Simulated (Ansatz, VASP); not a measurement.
# Ir: VASP beside Ansatz

```xyz
4
Lattice="2.7173 0.0000 0.0000 -1.3586 2.3532 0.0000 0.0000 0.0000 8.8062" Properties=species:S:1:pos:R:3 pbc="T T T"
Ir    0.0000    0.0000    0.0000
Ir    0.0000    0.0000    4.4031
Ir    0.0000    1.5688    6.6047
Ir    1.3586    0.7844    2.2016
```

Alike in both runs: functional PBEsol; k mesh 9 × 9 × 2; occupations gaussian, width 0.1 eV; no spin polarisation.

Ansatz relaxed the structure, and its values are those at the end. VASP's run is a single point on that final structure, the one shown.

```csv
,VASP,Ansatz
version,VASP 6.6.1,Ansatz 0.2.0
potentials or method,"VASP PAW PBE potentials, release 64 (Ir)","scalar-relativistic, plane waves, PAW"
plane-wave cutoff (eV),520,420
valence electrons in the cell,36,68
```

Ansatz gave:

| Item | Value |
| --- | --- |
| gap on the k mesh at the Fermi level (eV) | none |
| pressure (GPa) | 0.1 |

Question: Which values does VASP return?

Answer: gap on the k mesh at the Fermi level (eV): none; pressure (GPa): 1.0.

A gap of «none» marks a metal or a gap that the smearing closes. With one functional, cell and mesh, what is left measures potentials, basis and numerics. The two sets of potentials don't hold the same shells in valence.

Caveats: the PAW data sets were made with another functional, which shifts forces and pressure a little (VASP). Spin-orbit coupling is left out, which matters for the levels of Ir.
